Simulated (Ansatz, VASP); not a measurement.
# CdS (Greenockite) in two plane-wave programs

Wanted: the spread between two codes on one cell, functional and k mesh.

Method: plane waves, with VASP 6.6.1 beside it; single point at LDA, in Ansatz 0.2.0.

The database entry behind the starting cell differs from later determinations by our own check (about 0.35 % long), so it need not match the best structure at ambient conditions.

## (1) The structure

The structure is hexagonal, space group P6_3mc (No. 186). Conventional cell: a = 4.150 Å, b = 4.150 Å, c = 6.737 Å, α = 90.00°, β = 90.00°, γ = 120.00°. Nearest to Cd lie 4 S at 2.54 Å. S has 4 Cd at 2.54 Å nearest. Farther neighbours and most contacts between anions are not listed.

Coordinates:

```xyz
4
Lattice="4.1500 0.0000 0.0000 -2.0750 3.5940 0.0000 0.0000 0.0000 6.7370" Properties=species:S:1:pos:R:3 pbc="T T T"
Cd    2.0750    1.1980    3.3619
Cd    0.0000    2.3960    6.7304
S     2.0750    1.1980    5.9014
S     0.0000    2.3960    2.5329
```

## (2) VASP: single point, LDA

A single point gives forces, pressure and levels at one fixed geometry, so differences don't come from the geometry; what else differs is listed under the comparison.

Lines of VASP's logs that name or quote its potential files are left out, and so is its time.

INCAR

```
SYSTEM = CdS
PREC = Accurate
ENCUT = 380
EDIFF = 1E-08
NELM = 100
ISMEAR = 0
SIGMA = 0.01
LREAL = .FALSE.
ALGO = Normal
GGA = CA
NBANDS = 32
LORBIT = 11
LWAVE = .TRUE.
LCHARG = .FALSE.
KPAR = 2
```

POSCAR

```
CdS
1.0
    4.1500000000      0.0000000000      0.0000000000
   -2.0750000000      3.5940054257      0.0000000000
    0.0000000000      0.0000000000      6.7370000000
Cd S
2 2
Direct
    0.6666666667      0.3333333333      0.4990251040
    0.3333333333      0.6666666667      0.9990251040
    0.6666666667      0.3333333333      0.8759748960
    0.3333333333      0.6666666667      0.3759748960
```

KPOINTS

```
Automatic mesh
0
Gamma
3 3 2
0 0 0
```

PAW data sets: Cd_sv_GW and S_GW (LDA family, release 64).

Command:

```bash
$ mpirun -np 8 vasp_std
```

Numbers of over 12 decimals in the logs are rounded to 6 here.

What it wrote:

```text
[banner, memory and clock lines left out]
running    8 mpi-ranks, on    1 nodes
 distrk:  each k-point on    4 cores,    2 groups
 distr:  one band on    1 cores,    4 groups

 POSCAR found type information on POSCAR CdS
 POSCAR found :  2 types and       4 ions
|                                                                             |
|           W    W    AA    RRRRR   N    N  II  N    N   GGGG   !!!           |
|           W    W   A  A   R    R  NN   N  II  NN   N  G    G  !!!           |
|           W    W  A    A  R    R  N N  N  II  N N  N  G       !!!           |
|           W WW W  AAAAAA  RRRRR   N  N N  II  N  N N  G  GGG   !            |
|           WW  WW  A    A  R   R   N   NN  II  N   NN  G    G                |
|           W    W  A    A  R    R  N    N  II  N    N   GGGG   !!!           |
|                                                                             |
|     For optimal performance we recommend to set                             |
|       NCORE = 2 up to number-of-cores-per-socket                            |
|     NCORE specifies how many cores store one orbital (NPAR=cpu/NCORE).      |
|     This setting can greatly improve the performance of VASP for DFT.       |
|     The default, NCORE=1 might be grossly inefficient on modern             |
|     multi-core architectures or massively parallel machines. Do your        |
|     Unfortunately you need to use the default for GW and RPA                |
|     calculations (for HF NCORE is supported but not extensively tested      |
|     yet).                                                                   |
|                                                                             |

 LDA part: xc-table for (Slater(with rela. corr.)+CA(PZ))
 , standard interpolation
 POSCAR, INCAR and KPOINTS ok, starting setup
 FFT: planning ... GRIDC
 FFT: planning ... GRID_SOFT
 FFT: planning ... GRID
 WAVECAR not read
 entering main loop
       N       E                     dE             d eps       ncg     rms          rms(c)
DAV:   1     0.846210768507E+03    0.84621E+03   -0.27604E+04   440   0.150E+03
DAV:   2     0.807430701052E+02   -0.76547E+03   -0.72198E+03   384   0.781E+02
DAV:   3    -0.108764262350E+02   -0.91619E+02   -0.90892E+02   560   0.232E+02
DAV:   4    -0.156302180798E+02   -0.47538E+01   -0.47458E+01   640   0.747E+01
DAV:   5    -0.157339684791E+02   -0.10375E+00   -0.10372E+00   544   0.102E+01    0.314E+01
DAV:   6    -0.146834681105E+02    0.10505E+01   -0.23575E+00   704   0.206E+01    0.238E+01
DAV:   7    -0.146865043152E+02   -0.30362E-02   -0.11419E+00   568   0.896E+00    0.121E+00
DAV:   8    -0.146143461275E+02    0.72158E-01   -0.26006E-01   616   0.339E+00    0.608E-01
DAV:   9    -0.146154894445E+02   -0.11433E-02   -0.24027E-02   472   0.130E+00    0.121E-01
DAV:  10    -0.146154906220E+02   -0.11774E-05   -0.16637E-03   688   0.475E-01    0.429E-02
DAV:  11    -0.146154853145E+02    0.53075E-05   -0.88730E-05   592   0.109E-01    0.264E-02
DAV:  12    -0.146154868470E+02   -0.15325E-05   -0.18974E-05   632   0.242E-02    0.112E-02
DAV:  13    -0.146154870538E+02   -0.20676E-06   -0.14007E-06   544   0.910E-03    0.352E-03
DAV:  14    -0.146154870381E+02    0.15667E-07   -0.15571E-07   440   0.401E-03    0.390E-04
DAV:  15    -0.146154870420E+02   -0.39599E-08   -0.14091E-08   368   0.158E-03
   1 F= -.14615487E+02 E0= -.14615487E+02  d E =-.154539E-17
 writing wavefunctions
```

From OUTCAR (step 2):

```text
ion  position               nearest neighbor table
   1  0.667  0.333  0.499-   4 2.54   4 2.54   4 2.54
   2  0.333  0.667  0.999-   3 2.54   3 2.54   3 2.54
   3  0.667  0.333  0.876-   2 2.54   2 2.54   2 2.54
   4  0.333  0.667  0.376-   1 2.54   1 2.54   1 2.54

  LATTYP: Found a hexagonal cell.
 ALAT       =     4.1500000000
 C/A-ratio  =     1.6233734940

 Subroutine GETGRP returns: Found 12 space group operations
 (whereof  6 operations were pure point group operations)

The static configuration has the point symmetry C_3v.
 The point group associated with its full space group is C_6v.

 Found      6 irreducible k-points:

   k-points           NKPTS =      6   k-points in BZ     NKDIM =      6   number of bands    NBANDS=     32

   dimension x,y,z NGX =    28 NGY =   28 NGZ =   48
   dimension x,y,z NGXF=    56 NGYF=   56 NGZF=   96

   ENCUT  =  380.0 eV  27.93 Ry    5.28 a.u.   6.60  6.60 10.71*2*pi/ulx,y,z

   NELECT =      52.0000    total number of electrons

 k-points in reciprocal lattice and weights: Automatic mesh
   0.00000000  0.00000000  0.00000000       0.056
   0.33333333  0.00000000  0.00000000       0.333
   0.33333333  0.33333333  0.00000000       0.111
   0.00000000  0.00000000  0.50000000       0.056
   0.33333333  0.00000000  0.50000000       0.333
   0.33333333  0.33333333  0.50000000       0.111

 average (electrostatic) potential at core
       1 -90.8297       2 -90.8297       3 -91.2055       4 -91.2055

 E-fermi :   2.5956

 k-point     1 :       0.0000    0.0000    0.0000
  band No.  band energies     occupation
    ...
     22       1.7722      2.00000
     23       1.7722      2.00000
     24       2.4890      2.00000
     25       2.5376      2.00000
     26       2.5376      2.00000
     27       3.4410      0.00000
     28       5.0341      0.00000
     29       8.7788      0.00000
     30       8.7788      0.00000
     31       9.1046      0.00000
    ...

 k-point     2 :       0.3333    0.0000    0.0000
  band No.  band energies     occupation
    ...
     22      -0.4858      2.00000
     23      -0.0571      2.00000
     24       0.8951      2.00000
     25       1.6978      2.00000
     26       1.9625      2.00000
     27       5.7297      0.00000
     28       6.2801      0.00000
     29       7.6710      0.00000
     30       8.5039      0.00000
     31       9.4170      0.00000
    ...

 k-point     3 :       0.3333    0.3333    0.0000
  band No.  band energies     occupation
    ...
     22      -1.2297      2.00000
     23      -0.6060      2.00000
     24       0.6614      2.00000
     25       0.6614      2.00000
     26       0.8677      2.00000
     27       6.9511      0.00000
     28       7.4339      0.00000
     29       7.4339      0.00000
     30       9.4166      0.00000
     31       9.7157      0.00000
    ...

  Total       -1.8853443     -1.8853443     -2.3906836      0.0000000     -0.0000000      0.0000000
  in kB      -30.0613094    -30.0613094    -38.1188082      0.0000000     -0.0000000      0.0000000
  external PRESSURE =     -32.7471423 kB  Pullay stress =       0.0000000 kB

  energy-cutoff  :      380.00
  volume of cell :      100.48
      direct lattice vectors                 reciprocal lattice vectors
     4.150000000  0.000000000  0.000000000     0.240963855  0.139120547  0.000000000
    -2.075000000  3.594005426  0.000000000     0.000000000  0.278241094  0.000000000
     0.000000000  0.000000000  6.737000000     0.000000000  0.000000000  0.148434021

 POSITION                                       TOTAL-FORCE (eV/Angst)
 -----------------------------------------------------------------------------------
      2.07500      1.19800      3.36193         0.000000      0.000000      0.050416
     -0.00000      2.39600      6.73043        -0.000000     -0.000000      0.050416
      2.07500      1.19800      5.90144         0.000000     -0.000000     -0.050416
     -0.00000      2.39600      2.53294        -0.000000      0.000000     -0.050416
 -----------------------------------------------------------------------------------
    total drift:                               -0.000001      0.000001      0.002019

  FREE ENERGIE OF THE ION-ELECTRON SYSTEM (eV)
  ---------------------------------------------------
  free  energy   TOTEN  =       -14.6154870420 eV

  energy  without entropy=      -14.6154870420  energy(sigma->0) =      -14.61548704

 total charge
# of ion       s       p       d       f       tot
--------------------------------------------------
    1        2.277   6.240   9.191   0.007  17.716
    2        2.277   6.240   9.191   0.007  17.716
    3        1.301   2.352   0.023   0.000   3.676
    4        1.301   2.352   0.023   0.000   3.676
--------------------------------------------------
tot          7.156  17.184  18.428   0.014  42.783

[... 3 further parts left out ...]
```

The run ends at a pressure of -3.27 GPa, with forces up to 0.050 eV/Å.

## (3) Ansatz: single point, LDA

Ansatz runs on its default PAW (the set named soft_2) files.

The same cell, functional (in two slightly different forms), mesh and smearing now go to Ansatz, which takes its cutoff from its data sets.

input.yaml

```yaml
crystal:
  lattice:
    - [4.15, 0.0, 0.0]
    - [-2.075, 3.5940054257, 0.0]
    - [0.0, 0.0, 6.737]
  atoms:
    - { symbol: Cd, position: [0.6666666667, 0.3333333333, 0.499025104] }
    - { symbol: Cd, position: [0.3333333333, 0.6666666667, 0.999025104] }
    - { symbol: S, position: [0.6666666667, 0.3333333333, 0.875974896] }
    - { symbol: S, position: [0.3333333333, 0.6666666667, 0.375974896] }
hamiltonian:
  xc: lda
  pseudopotentials: { kind: paw }
kpoints:
  mp_grid: { grid: [3, 3, 2] }
scf:
  occupations: { method: gaussian, width: 0.01 }
  n_extra_bands: 5
output:
  forces: true
  stress: true
  eigenvalues: true
```

Command:

```bash
$ ansatz run input.yaml --threads 2 --pin off --max-ram 4608MiB --backend cpu --events-out ev --progress --plain --runs-dir out
```

What it wrote:

```text
scf.n_extra_bands = 5 over 26 filled bands (N_el = 52.0): the run solves 31 bands
Engine: ansatz 0.2.0, aarch64-unknown-linux-gnu
Pseudopotentials: kind: paw
Pseudopotential: Cd, paw, valence charge 20, recommended cutoff 420 eV (normal), Cd.paw.azcp
Pseudopotential: S, paw, valence charge 6, recommended cutoff 420 eV (normal), S.paw.azcp
Functional definition: SPW92
  exchange = slater_x
  correlation = pw_c
Crystal: 4 atoms, lattice volume = 100.483 Å³
Basis set: ecut = 420 eV, 1973 PW (Γ)
Bands: 31, of which v1, the nominal top of the filled ones, is band 26 counted from 1 (25 counted from 0)
Symmetry: 12 space group operations
Space group: P63mc (ITA 186), of the structure as read, at distance tolerance 4.6e-5 Å
k-points: 6 of 18
Non-local potential: Cd, projectors of the file, l = 0: 3, l = 1: 2, l = 2: 2, l = 3: 1
Non-local potential: S, projectors of the file, l = 0: 2, l = 1: 2, l = 2: 2
PAW form: soft (Blöchl's): semilocal exchange-correlation on the pseudo side does not see the compensation charge
PAW frozen core: Cd, regenerated for the run's functional, and the local potential with it (the file was generated under x = pbe(κ = 0.804, μ = 0.219515), c = pbe(β = 0.066725))
PAW frozen core: S, regenerated for the run's functional, and the local potential with it (the file was generated under x = pbe(κ = 0.804, μ = 0.219515), c = pbe(β = 0.066725))
PAW one-centre angular grid: Cd, 590 points (default); XC on 64 Gauss nodes
PAW one-centre angular grid: S, 110 points (default); XC on 64 Gauss nodes
Initial density: superposition of atomic densities (neutral atoms: chi_scale 0, normalization atom), corrected by the library's trained network
Initial wavefunctions: pseudopotential atomic-orbital guess
Functional: x = slater, c = lda
SCF iter   1: F=—  HF=-17977.076864 eV  |F-HF|=—  |Δ(HF+E_count)|=         —  Δρ=7.41e-3  dr2=4.45e-2  ethr=1.77e-3  ⟨swp⟩=6.3  Hψ=756  notcnv=0
preconditioner: auto → Resta (q_TF=auto, 2.445 Å⁻¹)  ε∞=5.0  [insulator: Δε(μ)=0.817 eV  Ē_g=11.049 eV  σ=0.010 eV  W_gap=1.00  n_scr=22 (ndim 8)  ℏωp=22.2 eV  f_vac=0.131  D(μ)=0.00/eV (n_scr^D=0)  ε∞_Penn≈5.0]
SCF iter   2: F=—  HF=-17977.065017 eV  |F-HF|=—  |Δ(HF+E_count)|=   1.18e-2  Δρ=2.97e-3  dr2=7.86e-3  ethr=8.55e-5  ⟨swp⟩=2.3  Hψ=354  notcnv=0  defer=6
SCF iter   3: F=—  HF=-17977.062654 eV  |F-HF|=—  |Δ(HF+E_count)|=   2.36e-3  Δρ=8.89e-4  dr2=6.41e-4  ethr=1.51e-5  ⟨swp⟩=2.0  Hψ=234  notcnv=0  defer=6
SCF iter   4: F=—  HF=-17977.062501 eV  |F-HF|=—  |Δ(HF+E_count)|=   1.53e-4  Δρ=2.01e-4  dr2=5.02e-5  ethr=1.23e-6  ⟨swp⟩=2.0  Hψ=287  notcnv=0  defer=6
SCF iter   5: F=—  HF=-17977.062564 eV  |F-HF|=—  |Δ(HF+E_count)|=   6.34e-5  Δρ=5.58e-5  dr2=3.90e-6  ethr=9.66e-8  ⟨swp⟩=2.7  Hψ=291  notcnv=0  defer=6
SCF iter   6: F=—  HF=-17977.062566 eV  |F-HF|=—  |Δ(HF+E_count)|=   2.25e-6  Δρ=9.95e-6  dr2=1.51e-7  ethr=7.51e-9  ⟨swp⟩=2.0  Hψ=190  notcnv=0  defer=6
SCF iter   7: F=-17977.062566 eV  HF=-17977.062566 eV  |F-HF|=3.03e-9  |Δ(HF+E_count)|=   1.26e-7  Δρ=2.12e-6  dr2=4.57e-9  ethr=1.92e-10  ⟨swp⟩=8.0  Hψ=722  notcnv=0
SCF 1 converged in 7 iterations: F = -17977.062566 eV  dr2 = 4.57e-9
  greatest PAW one-centre occupation: 1.000 electrons in one spin orbital (limit 2), on the Cd atom at site 1 (counted from 0), in its partial waves of l = 0
SCF converged after 7 iterations
Free energy (F): -17977.062566 eV
Harris-Foulkes:  -17977.062566 eV  (|F-HF|=3.03e-9)
Internal energy: -17977.062566 eV  (E = F + TS)
E sigma→0 (E₀):  -17977.062566 eV
Fermi energy:    6.937167 eV
--- Per-component energies (eV) ---
  E_band       = -1034.069067
  E_kinetic    = 1223.715897
  E_local      = -8084.217467  (includes V_loc(G=0)·N_el)
  E_nonlocal   = 140.927693
  E_hartree    = 3698.418162
  E_xc         = -542.501228
  E_vxc        = -616.914377  (∫ρ·V_xc dr)
  E_paw        = -9032.897433  (= ΣΔE_a)
  E_vpaw       = -1094.417063  (= ΣTr[D̂ρ^β])
  E_aug_tail   = 0.000026  (compensation charges beyond the density's cutoff)
  E_ewald      = -5382.347750
  E_core_change = 1.839533  (= ΣΔE_core)
  E_smearing   = -0.000000  (= −TS)
  E_closure    = -0.000000  (closes the sum)
  Σ components = -17977.062566   (vs F -17977.062566, Δ=0.00e0)
--- Forces (eV/Å), atoms counted from 1 ---
  atom   1  Cd     0.00000000    -0.00000000     0.05047533
  atom   2  Cd     0.00000000     0.00000000     0.05047533
  atom   3  S      0.00000000    -0.00000000    -0.05047074
  atom   4  S      0.00000000     0.00000000    -0.05047074
  max |Σ_I F_I| component: 9.18e-6 eV/Å
--- Stress (GPa, compression-positive) ---
       -2.536432       0.000000      -0.000000
       -0.000000      -2.536432       0.000000
       -0.000000       0.000000      -3.308621
  P = ⅓ Tr σ = -2.7938 GPa (-27.938 kbar)
--- Band table (eV; the first three rows and the last of 6) ---
  k-point 0: bands = [... 22 lower, 5.7294, 6.4465, 6.4950, 6.4950, 7.3792, 8.9761, 12.7270, 12.7270, ... 1 higher]
  k-point 1: bands = [... 22 lower, 6.0981, 6.0981, 6.0981, 6.0981, 9.0589, 9.0589, 12.4076, 12.4076, ... 1 higher]
  k-point 2: bands = [... 22 lower, 3.8973, 4.8518, 5.6550, 5.9193, 9.6733, 10.2267, 11.6264, 12.4561, ... 1 higher]
  k-point 5: bands = [... 22 lower, 4.0240, 4.0240, 5.3717, 5.3717, 10.6433, 10.6433, 12.3522, 12.3522, ... 1 higher]
```

Elapsed: 1.8 s, on 2 threads of Arm Neoverse N1, shared host; peak memory 0.29 GiB; 3.1 s of CPU time.

The run ends at a pressure of -2.79 GPa, with forces up to 0.050 eV/Å.

## (4) Differences

Known differences besides the potentials themselves: the two LDA forms differ slightly; the cutoff is 420 eV in Ansatz and 380 eV in VASP; VASP's log shows a relativistic correction to its local exchange, Ansatz's none. Total energies have different zeros and are not compared.

Compared:

```
              quantity  Ansatz   VASP  difference
gap on the k mesh (eV)   0.884  0.903      -0.019
```

Forces (eV/Å; atoms numbered as in POSCAR):

```
atom        Ansatz x, y, z          VASP x, y, z
 Cd1   0.000, 0.000, 0.050   0.000, 0.000, 0.050
 Cd2   0.000, 0.000, 0.050   0.000, 0.000, 0.050
  S3  0.000, 0.000, -0.050  0.000, 0.000, -0.050
  S4  0.000, 0.000, -0.050  0.000, 0.000, -0.050
```

The forces differ by 0.0 meV/Å r.m.s., which is 0.1 % of the r.m.s. force of 0.03 eV/Å (both taken over all components). Not compared: the pressure (VASP's GW data sets at this cutoff don't carry it). A gap on the mesh is an upper bound, since the band edges may lie between its points.

## (5) Results

```json
{"difference in gap on the k mesh (single point, LDA)": "-0.019 eV"}
```

**Reading.** The difference in gap on the k mesh is -0.019 eV (single point, LDA), within the 0.08 eV picked in this series as the mark of a large difference. How closely two codes agree says nothing of how well the functional describes the real material.

[Lines on the potential files, build, host, timing and source positions are cut from VASP's logs without a mark.]

[Logs are printed without paths, hosts, clocks, repeated set-up lines and the standing remarks that a program may print on its own settings, such as how far it seeks lower states.]

[Hosts, paths, dates, database ids (printed as entryN), source tags and the programs' standing remarks are cut or masked in the printed files.]
